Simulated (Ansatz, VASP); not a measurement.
**Two plane-wave programs on Rh**

Contents of INCAR:

```
PREC = Accurate
ENCUT = 520
EDIFF = 1E-6
ISMEAR = -1
SIGMA = 0.1
LREAL = F
LASPH = T
NELM = 100
ALGO = Normal
ISIF = 2
LWAVE = F
LCHARG = F
GGA = RP
NBANDS = 14
```

Contents of KPOINTS:

```
regular mesh
0
Gamma
  14 14 14
```

File POSCAR:

```
Rh
1.0
    2.6224833198      0.0000000000      0.0000000000
    0.0000000000      2.6224833198      0.0000000000
    0.0000000000      0.0000000000      2.6224833198
Rh
1
Direct
    0.0000000000      0.0000000000      0.0000000000
```

Input for Ansatz:

```yaml
crystal:
  lattice:
    - [2.6224833198, 0.0, 0.0]
    - [0.0, 2.6224833198, 0.0]
    - [0.0, 0.0, 2.6224833198]
  atoms:
    - { symbol: Rh, position: [0.0, 0.0, 0.0] }
hamiltonian:
  xc: rpbe
  pseudopotentials:
    kind: paw
    azcp:
      Rh: "pseudopotentials/Rh.paw.azcp"
basis:
  ecutwfc: 420
  fft_grid_basis: typed
kpoints:
  mp_grid: { grid: [14, 14, 14], shift: [0, 0, 0] }
magnetization:
  spin_polarized: false
scf:
  occupations: { method: fermi_dirac, width: 0.1 }
  lower_state_search: "off"
output:
  stress: true
```

Alike in both runs: task single point; functional RPBE; k mesh 14 × 14 × 14; occupations fermi-dirac, width 0.1 eV; no spin polarisation.

```csv
,VASP,Ansatz
version,VASP 6.6.1,Ansatz 0.2.0
potentials or method,"VASP PAW PBE potentials, release 64 (Rh_pv)","plane waves (420 eV) with PAW, scalar-relativistic"
plane-wave cutoff (eV),520,420
valence electrons in the cell,15,17
```

|  | VASP | Ansatz | Ansatz less VASP |
| --- | --- | --- | --- |
| pressure (GPa) | -10.5 | -10.6 | -0.08 |

The two sets of potentials don't hold the same shells in valence.

Caveats: the PAW data sets were made with another functional, which shifts forces and pressure a little (VASP).
